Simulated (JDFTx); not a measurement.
MoP, 2 atoms in the cell. Symmetry: P-6m2, No. 187, hexagonal system. Conventional cell: a = 3.223 Å, b = 3.223 Å, c = 3.191 Å, α = 90.00°, β = 90.00°, γ = 120.00°. Mo (site symmetry -6m2) has 6 P at 2.45 Å as nearest neighbours. Around P (site symmetry -6m2) lie 6 Mo at 2.45 Å. 

- Program: JDFTx 1.7.0 (patched build)
- Task: single point
- Functional: RPBE
- Potentials or basis: PseudoDojo-SR-PBE-0.5-standard with smoothed tails
- Cutoff: 1088 eV
- Density cutoff: 8708 eV
- k mesh: 10 × 10 × 8
- Occupations: fermi-dirac, width 0.05 eV
- Spin: no spin polarisation
- Local potential set to -Z/r beyond: 6 bohr
- Density cutoff over wavefunction cutoff: 8
- Max SCF steps: 100
- SCF threshold on the energy: 1e-09 Ha
- Solver of the electrons: scf
- Further solve for the empty bands: yes

Potentials or basis: PseudoDojo-SR-PBE-0.5-standard with smoothed tails.

The run is started by

```sh
$ jdftx -c 1 -i MoP.in -o MoP.out
```

Hardware: 1 thread of Arm Neoverse V2, with other jobs on the host.

**Question.** How long does it take, and how much memory?

**Answer.** Run time: 90 s on 1 thread of Arm Neoverse V2, with other jobs on the host, peak memory 0.17 GiB. Counts: scf iterations 12, bands 15, k points 70, plane waves 2341.
